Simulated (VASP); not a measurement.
Set up this calculation in VASP 6.6.1, as the native input.

```
Task                   : single point
Functional             : TB-mBJ
Potentials or basis    : VASP PAW PBE potentials, release 64 (Cu, I)
Cutoff                 : 520 eV
k mesh                 : 8 × 8 × 8
Occupations            : fermi-dirac, width 0.05 eV
Spin                   : no spin polarisation
Further INCAR settings : ALGO = Normal; EDIFF = 1e-06; NBANDS = 16
```

Crystal: CuI.

```
Cu I
1.0
     0.00000    3.03150    3.03150
     3.03150    0.00000    3.03150
     3.03150    3.03150    0.00000
Cu I
1 1
Direct
  0.75000 0.75000 0.75000
  0.00000 0.00000 0.00000
```

These files were run (other wordings do the same):

POSCAR

```
CuI
1.0
    0.0000000000      3.0315000000      3.0315000000
    3.0315000000      0.0000000000      3.0315000000
    3.0315000000      3.0315000000      0.0000000000
Cu I
1 1
Direct
    0.7500000000      0.7500000000      0.7500000000
    0.0000000000      0.0000000000      0.0000000000
```

INCAR.step1

```
PREC = Accurate ; ENCUT = 520
EDIFF = 1E-5 ; ISMEAR = -1
SIGMA = 0.05 ; LREAL = F
LASPH = T ; NELM = 60
ALGO = Normal ; ISIF = 2
LWAVE = T ; LCHARG = F
NBANDS = 16 ; GGA = PE
```

INCAR.step2

```
PREC = Accurate ; ENCUT = 520
EDIFF = 1E-6 ; ISMEAR = -1
SIGMA = 0.05 ; LREAL = F
LASPH = T ; NELM = 60
ALGO = Normal ; ISIF = 2
LWAVE = F ; LCHARG = F
METAGGA = MBJ ; NBANDS = 16
ISTART = 1
```

KPOINTS

```
Automatic mesh
0
Gamma
  8 8 8
```

Potentials or basis: VASP PAW PBE potentials, release 64 (Cu, I).

The run is started by

```bash
$ cat potpaw_PBE.64/Cu/POTCAR potpaw_PBE.64/I/POTCAR > POTCAR
$ cp INCAR.step1 INCAR
$ mpirun -np 1 vasp_std > vasp.out
$ cp INCAR.step2 INCAR
$ mpirun -np 1 vasp_std > vasp.out
```

It gave:

```
Band gap on the k mesh : 2.19 eV, direct
```

Caveat: spin-orbit coupling is left out, which moves the levels of the heavy elements.

Wall time 65 s on 1 thread of Intel(R) Xeon(R) 6975P-C (Granite Rapids), with other jobs on the host, peak memory 0.19 GiB.
